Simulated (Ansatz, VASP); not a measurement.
# BAs in VASP and in Ansatz

```
CELL_PARAMETERS angstrom
3.41786 0.00000 0.00000
-1.70893 2.95995 0.00000
0.00000 0.00000 10.09512
ATOMIC_POSITIONS crystal
B 0.33333 0.66667 0.25000
B 0.66667 0.33333 0.75000
As 0.66667 0.33333 0.25000
As 0.33333 0.66667 0.75000
```

Alike in both runs: task single point; functional PBE; k mesh 9 × 9 × 2; no spin polarisation.

```csv
,VASP,Ansatz
version,VASP 6.6.1,Ansatz 0.2.0
potentials or method,"VASP PAW PBE potentials, release 64 (B, As)","plane waves, PAW"
plane-wave cutoff (eV),520,420
occupations,"gaussian, width 0.01 eV",fixed
valence electrons in the cell,16,36
```

```csv
,VASP,Ansatz,Ansatz less VASP
gap on the k mesh at the Fermi level (eV),0.76,0.77,+0.008
pressure (GPa),-1.6,-2.0,-0.36
largest component of the traceless stress (GPa),1.62,1.99,+0.372
```

The two sets of potentials don't hold the same shells in valence.

Caveats: an odd mesh through Γ misses points on the zone boundary, where band edges often lie; this functional lacks dispersion, which binds the layers, so the pressure and a relaxed spacing across them are unreliable.
